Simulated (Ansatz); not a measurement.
Runs of Ansatz 0.2.0 on Ge. It takes space group Fd-3m (No. 227, cubic). Conventional cell: a = 5.658 Å, b = 5.658 Å, c = 5.658 Å, α = 90.00°, β = 90.00°, γ = 90.00°. Around Ge (site symmetry -43m) lie 4 Ge at 2.45 Å. 

```tsv
task	level	spin	cell	k mesh	points for each segment of the path	gap on the mesh (eV)	pressure (GPa)	relaxed volume (Å³/atom)
relaxation of cell and atoms	RPBE+D3(BJ)	off	relaxed	8 × 8 × 8	-	0.47	0.0	(b)
relaxation of cell and atoms	RPBE	off	relaxed	8 × 8 × 8	-	-	0.0	24.59
band structure	PBEsol	SOC, no magnetisation	as given	6 × 6 × 6	14	none	0.7	-
relaxation of cell and atoms	PBEsol+D4	off	relaxed	8 × 8 × 8	-	-	0.0	22.44
relaxation of cell and atoms	revPBE+D4	off	relaxed	8 × 8 × 8	-	-	0.0	(a)
```

Alike in all rows: potentials or basis Ansatz PAW; cutoff (eV) 420; smearing fermi-dirac 0.05 eV.

Question: Fill in the values left out.

Answer: (a) 22.94; (b) 21.19.

Caveats: the PAW data sets come from PBE, with cores solved anew for the run's functional, which leaves a small shift of forces and pressure; the plane-wave basis is chosen anew once the cell has moved, so the energies of steps on either side of that aren't comparable (some runs); this crystal is a semiconductor, whose small gap the functional closes, so the metal is an error of the method (some runs).

A k mesh can miss the band edges, and rows without SOC leave out spin-orbit coupling on Ge.

A gap of «none» marks a metal or a gap under the smearing width.

Runs at the PBE level aren't shown here.
